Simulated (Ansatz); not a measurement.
Input and command of a calculation in Ansatz (plane waves; scalar-relativistic PAW potentials unless the input names others):

```yaml
crystal:
  lattice:
    - [0.0, 2.827188405, 2.827188405]
    - [2.827188405, 0.0, 2.827188405]
    - [2.827188405, 2.827188405, 0.0]
  atoms:
    - { symbol: Al, position: [0.0, 0.0, 0.0] }
    - { symbol: P, position: [0.75, 0.75, 0.75] }
basis:
  ecutwfc: "400 eV"
kpoints:
  mp_grid: { grid: [8, 8, 8] }
hamiltonian:
  xc: pbe
scf:
  occupations: { method: gaussian, width: 0.02 }
  lower_state_search: "off"
output:
  forces: true
  eigenvalues: true
  stress: true
```

```bash
ansatz run input.yaml --threads 1 --pin off --max-ram 1331MiB --backend cpu --events-out ev --progress --plain --runs-dir out
```

Abridged log:
```
Warning: basis.ecutwfc = 400 eV is below the records' recommended 420 eV, and the density's cutoff is lower with it unless basis.ecutrho_ratio is high enough to keep the records' density cutoff: compare with a run at a higher cutoff
Basis set: ecut = 400 eV, 869 PW (Γ), exchange–correlation on 54×54×54 points (8 copies of the dense FFT grid, shifted against one another)
Bands: 8, of which v1, the nominal top of the filled ones, is band 4 counted from 1 (3 counted from 0)
Symmetry: 24 space group operations
k-points: 29 of 512 (time reversal used)
SCF iter   1: F=—  HF=-1294.379580 eV  |F-HF|=—  |Δ(HF+E_count)|=         —  Δρ=1.57e-3  dr2=2.00e-3  ethr=1.77e-3  ⟨swp⟩=6.5  Hψ=2263  notcnv=0
SCF iter   2: F=—  HF=-1294.379154 eV  |F-HF|=—  |Δ(HF+E_count)|=   4.25e-4  Δρ=4.78e-4  dr2=9.69e-5  ethr=2.51e-5  ⟨swp⟩=2.3  Hψ=677  notcnv=0
SCF iter   3: F=—  HF=-1294.379191 eV  |F-HF|=—  |Δ(HF+E_count)|=   3.63e-5  Δρ=1.97e-4  dr2=1.57e-5  ethr=1.21e-6  ⟨swp⟩=2.2  Hψ=319  notcnv=0
SCF iter   4: F=-1294.379208 eV  HF=-1294.379207 eV  |F-HF|=1.80e-7  |Δ(HF+E_count)|=   1.67e-5  Δρ=1.62e-5  dr2=8.71e-8  ethr=1.96e-7  ⟨swp⟩=2.6  Hψ=355  notcnv=0
SCF iter   5: F=-1294.379208 eV  HF=-1294.379208 eV  |F-HF|=5.32e-9  |Δ(HF+E_count)|=   1.95e-7  Δρ=3.33e-6  dr2=3.62e-9  ethr=1.09e-9  ⟨swp⟩=2.3  Hψ=358  notcnv=0
SCF iter   6: F=-1294.379208 eV  HF=-1294.379208 eV  |F-HF|=1.18e-11  |Δ(HF+E_count)|=   6.75e-9  Δρ=2.92e-7  dr2=4.96e-11  ethr=4.52e-11  ⟨swp⟩=3.3  Hψ=1221  notcnv=0
SCF 1 converged in 6 iterations: F = -1294.379208 eV  dr2 = 4.96e-11
SCF converged after 6 iterations
Free energy (F): -1294.379208 eV
Harris-Foulkes:  -1294.379208 eV  (|F-HF|=1.18e-11)
Internal energy: -1294.379208 eV  (E = F + TS)
E sigma→0 (E₀):  -1294.379208 eV
Fermi energy:    4.967635 eV
--- Forces (eV/Å), atoms counted from 1 ---
  atom   1  Al     0.00000000     0.00000000     0.00000000
  atom   2  P      0.00000000     0.00000000     0.00000000
--- Stress (GPa, compression-positive) ---
       -5.516397       0.000000       0.000000
        0.000000      -5.516397       0.000000
        0.000000       0.000000      -5.516397
  P = ⅓ Tr σ = -5.5164 GPa (-55.164 kbar)
```

Apart from outputs and empty bands, the input differs from a reference run on usual settings in basis.ecutwfc: 420 → "400 eV"; scf.lower_state_search: not typed → "off". The reference, at the same geometry (not necessarily relaxed), gave pressure -5.52 GPa, largest force 0.000 eV/Å, gap on the mesh 1.77 eV. This run converged in 6 SCF iterations (reference: 6) with an energy at zero smearing 0.45 meV/atom above the reference's, pressure -5.52 GPa, largest force 0.000 eV/Å, gap on the mesh 1.77 eV. Its cutoff is looser than usual, yet energy, pressure and forces hardly moved.